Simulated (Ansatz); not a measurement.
**Field gradients of BaTiO3 from run to run**

Cell of run 1: a COD entry.

```xyz
5
Lattice="3.9841 0.0000 0.0000 0.0000 2.8371 2.8458 0.0000 -2.8371 2.8458" Properties=species:S:1:pos:R:3 pbc="T T T"
Ba    0.0000    0.0000    0.0000
Ti    1.9921    0.0000    2.8908
O     0.0000    0.0000    2.8008
O     1.9921   -1.3936    4.2579
O     1.9921    1.3936    4.2579
```

Atoms are numbered from 1 in the order listed; like atoms form one site, named after its first atom.

Relaxed positions (PBE, cell held):

```
CELL_PARAMETERS angstrom
3.98410 0.00000 0.00000
0.00000 2.83705 2.84580
0.00000 -2.83705 2.84580
ATOMIC_POSITIONS crystal
Ba 0.00000 0.00671 0.00671
Ti 0.50000 0.52029 0.52029
O 0.00000 0.49180 0.49180
O 0.50000 0.49323 0.98419
O 0.50000 0.98419 0.49323
```

All runs are DFT with Ansatz 0.2.0 (plane waves and PAW, scalar-relativistic unless spin–orbit coupling is named, Γ-centred meshes, Fermi–Dirac smearing where given) in this cell.

Run 1: PBE, atoms as given; 420 eV, 8×8×8 k-points, smearing 0.02 eV.
Run 2: PBE, atoms relaxed; 420 eV, 8×8×8 k-points, smearing 0.02 eV.
Run 3: r2SCAN, at the relaxed atoms; 500 eV, 8×8×8 k-points, smearing 0.02 eV.
Run 4: PBE with spin–orbit coupling, at the relaxed atoms; 420 eV, 8×8×8 k-points, smearing 0.02 eV.
Run 5: LDA, at the relaxed atoms; 420 eV, 8×8×8 k-points, smearing 0.02 eV.
Run 6: PBEsol, at the relaxed atoms; 420 eV, 8×8×8 k-points, smearing 0.02 eV.

| run | Ba V_zz (η) | Ti V_zz (η) | O3 V_zz (η) | O4 V_zz (η) |
| --- | --- | --- | --- | --- |
| 1 | -0.13 (0.24) | -0.63 (0.07) | 2.52 (0.03) | 2.57 (0.05) |
| 2 | ? | ? | ? | ? |
| 3 | 0.56 (0.61) | 0.86 (0.28) | 3.16 (0.01) | 2.33 (0.01) |
| 4 | 0.56 (0.50) | 0.87 (0.35) | 2.83 (0.02) | 1.96 (0.01) |
| 5 | 0.56 (0.44) | 0.87 (0.46) | 2.57 (0.02) | 1.69 (0.02) |
| 6 | 0.56 (0.46) | 0.85 (0.39) | 2.65 (0.02) | 1.78 (0.01) |

V_zz in 10²¹ V/m².

(1) Estimate the row of run 2.

## Answers

(1) Ba: 0.55 (0.50); Ti: 0.87 (0.35); O3: 2.83 (0.02); O4: 1.96 (0.01). It lies nearest to run 4, from whose tensors on these sites it differs by 0.00 at most (largest principal value of the difference). Taken one at a time, the positions of the atoms (as given or relaxed) move the tensors on these sites by up to 0.93 (largest principal value of the change, on Ti), the functional (between the two that differ most) by 0.65 (O4), spin–orbit coupling by 0.00. On some sites the largest principal value moves to another axis from run to run, and the sign of V_zz can flip with it.

The cell isn't the equilibrium one in run 5 (calculated pressure -7 GPa), and the entry's cell may itself be off. Run 1: The values hang on the deposited positions: relaxing the atoms moves V_zz on Ba from -0.13 to 0.55, on Ti from -0.63 to 0.87, on O4 from 2.57 to 1.96.
